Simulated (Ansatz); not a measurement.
# As (Pm-3m) in Ansatz: a series of runs

The runs below take As through single point, equation of state, with LDA.

Program: Ansatz 0.2.0. These are calculated values, not measurements. Logs are shortened: lines on timing, memory, paths and dates and some standing lists are left out, and cuts for length are marked.

### Step 1. The structure

It takes space group Pm-3m (No. 221, cubic). Conventional cell: a = 2.704 Å, b = 2.704 Å, c = 2.704 Å, α = 90.00°, β = 90.00°, γ = 90.00°. As (site symmetry m-3m) has 6 As at 2.70 Å as nearest neighbours.

This isn't the form of As at room conditions, which is rhombohedral.

### Step 2. Single point, LDA, 18.58 Å³/atom (volume scaled by 0.94)

input.yaml reads:

```yaml
crystal:
  lattice:
    - [2.6484890792, 0.0, 0.0]
    - [0.0, 2.6484890792, 0.0]
    - [0.0, 0.0, 2.6484890792]
  atoms:
    - { symbol: As, position: [0.5, 0.5, 0.5] }
kpoints:
  mp_grid: { grid: [10, 10, 10] }
scf:
  occupations: { method: fermi_dirac, width: 0.05 }
hamiltonian:
  xc: lda
  pseudopotentials: { kind: all_electron, lapw: { basis_error: 0.001 } }
output:
  forces: true
  stress: true
  eigenvalues: true
```

Potentials or basis: all-electron LAPW, scalar-relativistic.

The run is started by

```bash
$ ansatz run input.yaml --threads 1 --pin off --max-ram 3072MiB --backend cpu --events-out ev --progress --plain --runs-dir out
```

What it wrote:

```text
Warning: RAYON_NUM_THREADS=1 ignored (pool sized by the plan → 1); use --threads N
LAPW: plane waves up to 8.115 Å⁻¹, error target 1.0e-3 eV per atom; small_component_spin mean_spin; As in spheres of 1.324 Å, 23 of its electrons in bands, Dirac shells [] (how accurate: hamiltonian.pseudopotentials.lapw.basis_error, Limitations)
Engine: ansatz 0.2.0, aarch64-unknown-linux-gnu
Pseudopotentials: kind: all_electron
Pseudopotential: As, LAPW, valence charge 23, lapw/all_electron/scalar/gaussian/As, Koelling and Harmon's equation, gaussian nucleus
Functional definition: SPW92
  exchange = slater_x
  correlation = pw_c
Crystal: 1 atoms, lattice volume = 18.578 Å³
Basis set: ecut = 250.8999973115198 eV, 171 PW (Γ), exchange–correlation at level 2
Bands: 16, of which v1, the nominal top of the filled ones, is band 12 counted from 1 (11 counted from 0)
Symmetry: 48 space group operations
Space group: Pm-3m (ITA 221), of the structure as read, at distance tolerance 2.6e-5 Å
k-points: 56 of 1000
Non-local potential: As, projectors of the file, none
Initial density: superposition of atomic densities (chi_scale 0.1, normalization cell)
Initial wavefunctions: plane waves of lowest kinetic energy (no species holds an atomic orbital)
Functional: x = slater, c = lda
iter 1 solved again at ethr=1.57e-4 eV; its pass at ethr=1.00e-1 eV (dr2=3.60e-2 eV) is discarded
SCF iter   1: F=—  HF=-61441.523216 eV  |F-HF|=—  |Δ(HF+E_count)|=         —  Δρ=1.55e-2  dr2=3.61e-2  ethr=1.57e-4  ⟨swp⟩=3.0  Hψ=5923  notcnv=0
preconditioner: auto → none  [insulator: Δε(μ)=0.152 eV  Ē_g=15.590 eV  σ=0.050 eV  W_gap=0.56  n_scr=6 (ndim 8)  ℏωp=19.3 eV  f_vac=0.002  D(μ)=0.30/eV (n_scr^D=0)  ε∞_Penn≈2.5]
SCF iter   2: F=—  HF=-61441.517196 eV  |F-HF|=—  |Δ(HF+E_count)|=   6.02e-3  Δρ=7.61e-3  dr2=8.74e-3  ethr=1.57e-4  ⟨swp⟩=2.0  Hψ=2496  notcnv=0
iter 3 solved again at ethr=1.03e-7 eV; its pass at ethr=3.80e-5 eV (dr2=2.37e-5 eV) is discarded
SCF iter   3: F=—  HF=-61441.516460 eV  |F-HF|=—  |Δ(HF+E_count)|=   7.36e-4  Δρ=5.17e-4  dr2=2.37e-5  ethr=1.03e-7  ⟨swp⟩=2.0  Hψ=4265  notcnv=0
SCF iter   4: F=—  HF=-61441.515819 eV  |F-HF|=—  |Δ(HF+E_count)|=   6.41e-4  Δρ=5.42e-5  dr2=2.29e-7  ethr=1.03e-7  ⟨swp⟩=2.0  Hψ=2496  notcnv=0
SCF iter   5: F=-61441.515819 eV  HF=-61441.515819 eV  |F-HF|=1.31e-10  |Δ(HF+E_count)|=   3.30e-7  Δρ=1.01e-5  dr2=7.67e-9  ethr=9.94e-10  ⟨swp⟩=2.7  Hψ=2535  notcnv=0
SCF 1 converged in 5 iterations: F = -61441.515819 eV  dr2 = 7.67e-9
SCF converged after 5 iterations
Free energy (F): -61441.515819 eV
Harris-Foulkes:  -61441.515819 eV  (|F-HF|=1.31e-10)
Internal energy: -61441.513278 eV  (E = F + TS)
E sigma→0 (E₀):  -61441.514548 eV
Entropy (-TS):   -0.002541 eV (-2.541 meV/atom)
Fermi energy:    13.192557 eV
--- Per-component energies (eV) ---
  E_band       = -1228.525499
  E_kinetic    = 62790.547860
  E_xc         = -2198.805891
  E_electrostatic = -122033.255247  (all electrons and nuclei)
  E_smearing   = -0.002541  (= −TS)
  E_closure    = 0.000000  (closes the sum)
  E_atoms      = -61436.183234  (free atoms, spherical and without spin; not in F)
  Σ components = -61441.515819   (vs F -61441.515819, Δ=0.00e0)
  Basis errors (estimates in eV, not in F): energy 3.2e-4 per atom: plane waves 3.1e-4 (1.7e-4 summed), levels above the bands 1.3e-84, relativity 2.0e-9, radial functions 1.1e-5, core shells 4.0e-13; eigenvalues (radial functions only) 3.8e-5; not estimated: angular momenta, meshes, grids; target (lapw.basis_error) 1.0e-3; muffin-tin radii As 1.324 Å
--- Forces (eV/Å), atoms counted from 1 ---
  atom   1  As    -0.00000000     0.00000000    -0.00000000
  max |Σ_I F_I| component: 1.91e-30 eV/Å
--- Stress (GPa, compression-positive) ---
        2.574629      -0.000000       0.000000
       -0.000000       2.574629       0.000000
        0.000000       0.000000       2.574629
  P = ⅓ Tr σ = 2.5746 GPa (25.746 kbar)
--- Band table (eV; the first three rows and the last of 56) ---
  k-point 0: bands = ["-171.3529", "-115.2682", "-115.2682", "-115.2682", "-22.9155", "-22.9155", "-22.7866", "-22.7866", "-22.7866", "-2.3381", "17.5778", "17.5778", "17.5778", "22.0056", "22.0056", "24.1919"]
  k-point 1: bands = ["-171.3529", "-115.2685", "-115.2682", "-115.2682", "-22.9149", "-22.9048", "-22.7897", "-22.7897", "-22.7863", "-2.1433", "15.4001", "17.7513", "17.7513", "22.1821", "23.3260", "25.5745"]
  k-point 2: bands = ["-171.3528", "-115.2690", "-115.2682", "-115.2682", "-22.9136", "-22.8769", "-22.7980", "-22.7980", "-22.7857", "-1.5680", "12.1697", "18.2479", "18.2479", "22.7005", "24.1799", "29.3820"]
  k-point 55: bands = ["-171.3525", "-115.2702", "-115.2702", "-115.2702", "-22.8565", "-22.8565", "-22.8565", "-22.7367", "-22.7367", "8.6079", "11.3067", "11.3067", "11.3067", "19.1625", "19.1625", "19.1625"]
```

Wall time 3.5 s (1 thread of Arm Neoverse V2, shared host); peak memory 0.22 GiB.

Results:

| Item | Value |
| --- | --- |
| Free energy | -61441.5158 eV |
| Pressure | 2.6 GPa |
| Band gap on the k mesh | none (metal or under the smearing width) |

### Step 3. Single point, LDA, 18.97 Å³/atom (volume scaled by 0.96)

input.yaml, as its differences from that of step 2:

```diff
@@ -2,5 +2,5 @@
   lattice:
-    - [2.6484890792, 0.0, 0.0]
-    - [0.0, 2.6484890792, 0.0]
-    - [0.0, 0.0, 2.6484890792]
+    - [2.6671410253, 0.0, 0.0]
+    - [0.0, 2.6671410253, 0.0]
+    - [0.0, 0.0, 2.6671410253]
   atoms:
```

Potentials or basis: all-electron LAPW, scalar-relativistic.

The run is started by

```bash
$ ansatz run input.yaml --threads 1 --pin off --max-ram 3072MiB --backend cpu --events-out ev --progress --plain --runs-dir out
```

It took 3.6 s on 1 thread of Arm Neoverse V2, shared host; peak memory 0.22 GiB.

The run converged. Its results:

- Free energy: -61441.5195 eV
- Pressure: 0.4 GPa
- Band gap on the k mesh: none (metal or under the smearing width)

### Step 4. Single point, LDA, 19.37 Å³/atom (volume scaled by 0.98)

input.yaml, as its differences from that of step 3:

```diff
@@ -2,5 +2,5 @@
   lattice:
-    - [2.6671410253, 0.0, 0.0]
-    - [0.0, 2.6671410253, 0.0]
-    - [0.0, 0.0, 2.6671410253]
+    - [2.6855356826, 0.0, 0.0]
+    - [0.0, 2.6855356826, 0.0]
+    - [0.0, 0.0, 2.6855356826]
   atoms:
```

The run is started by

```bash
$ ansatz run input.yaml --threads 1 --pin off --max-ram 3072MiB --backend cpu --events-out ev --progress --plain --runs-dir out
```

Run time: 3.7 s. Hardware: 1 thread of Arm Neoverse V2, shared host; peak memory 0.22 GiB.

Results (log left out):

```
Free energy            : -61441.5182 eV
Pressure               : -1.5 GPa
Band gap on the k mesh : none (metal or under the smearing width)
```

### Step 5. Single point, LDA, 19.76 Å³/atom

input.yaml, as its differences from that of step 4:

```diff
@@ -2,5 +2,5 @@
   lattice:
-    - [2.6855356826, 0.0, 0.0]
-    - [0.0, 2.6855356826, 0.0]
-    - [0.0, 0.0, 2.6855356826]
+    - [2.7036817444, 0.0, 0.0]
+    - [0.0, 2.7036817444, 0.0]
+    - [0.0, 0.0, 2.7036817444]
   atoms:
```

The run is started by

```bash
$ ansatz run input.yaml --threads 1 --pin off --max-ram 3072MiB --backend cpu --events-out ev --progress --plain --runs-dir out
```

Wall time 3.7 s (1 thread of Arm Neoverse V2, shared host); peak memory 0.22 GiB.

It converged, with:

```
Free energy            : -61441.5124 eV
Pressure               : -3.2 GPa
Band gap on the k mesh : none (metal or under the smearing width)
```

### Step 6. Single point, LDA, 20.16 Å³/atom (volume scaled by 1.02)

input.yaml, as its differences from that of step 5:

```diff
@@ -2,5 +2,5 @@
   lattice:
-    - [2.7036817444, 0.0, 0.0]
-    - [0.0, 2.7036817444, 0.0]
-    - [0.0, 0.0, 2.7036817444]
+    - [2.7215874433, 0.0, 0.0]
+    - [0.0, 2.7215874433, 0.0]
+    - [0.0, 0.0, 2.7215874433]
   atoms:
```

Potentials or basis: all-electron LAPW, scalar-relativistic.

The run is started by

```bash
$ ansatz run input.yaml --threads 1 --pin off --max-ram 3072MiB --backend cpu --events-out ev --progress --plain --runs-dir out
```

It took 3.7 s on 1 thread of Arm Neoverse V2, shared host; peak memory 0.22 GiB.

Results (log left out):

| Quantity | Value |
| --- | --- |
| Free energy | -61441.5026 eV |
| Pressure | -4.7 GPa |
| Band gap on the k mesh | none (metal or under the smearing width) |

### Step 7. Single point, LDA, 20.55 Å³/atom (volume scaled by 1.04)

input.yaml, as its differences from that of step 6:

```diff
@@ -2,5 +2,5 @@
   lattice:
-    - [2.7215874433, 0.0, 0.0]
-    - [0.0, 2.7215874433, 0.0]
-    - [0.0, 0.0, 2.7215874433]
+    - [2.7392605843, 0.0, 0.0]
+    - [0.0, 2.7392605843, 0.0]
+    - [0.0, 0.0, 2.7392605843]
   atoms:
```

The run is started by

```bash
$ ansatz run input.yaml --threads 1 --pin off --max-ram 3072MiB --backend cpu --events-out ev --progress --plain --runs-dir out
```

Wall time 3.7 s (1 thread of Arm Neoverse V2, shared host); peak memory 0.22 GiB.

The run converged. Its results:

```
Free energy            : -61441.4893 eV
Pressure               : -6.1 GPa
Band gap on the k mesh : none (metal or under the smearing width)
```

### Step 8. Single point, LDA, 20.95 Å³/atom (volume scaled by 1.06)

input.yaml, as its differences from that of step 7:

```diff
@@ -2,5 +2,5 @@
   lattice:
-    - [2.7392605843, 0.0, 0.0]
-    - [0.0, 2.7392605843, 0.0]
-    - [0.0, 0.0, 2.7392605843]
+    - [2.7567085743, 0.0, 0.0]
+    - [0.0, 2.7567085743, 0.0]
+    - [0.0, 0.0, 2.7567085743]
   atoms:
```

The run is started by

```bash
$ ansatz run input.yaml --threads 1 --pin off --max-ram 3072MiB --backend cpu --events-out ev --progress --plain --runs-dir out
```

Wall time 3.6 s (1 thread of Arm Neoverse V2, shared host); peak memory 0.22 GiB.

Results (log left out):

```
Free energy            : -61441.4727 eV
Pressure               : -7.3 GPa
Band gap on the k mesh : none (metal or under the smearing width)
```

### Step 9. Equation of state, LDA

Potentials or basis: all-electron LAPW, scalar-relativistic.

This step only gathers the single runs of the series.

What came out:

```
Equilibrium volume                      : 19.06 Å³/atom
Bulk modulus                            : 94 GPa
Pressure derivative of the bulk modulus : 4.2
```

Energy against volume, from the lowest point:
```tsv
volume (Å³/atom)	energy (meV/atom)
18.578	3.65
18.973	0.00
19.368	1.31
19.764	7.07
20.159	16.82
20.554	30.18
20.949	46.76
```
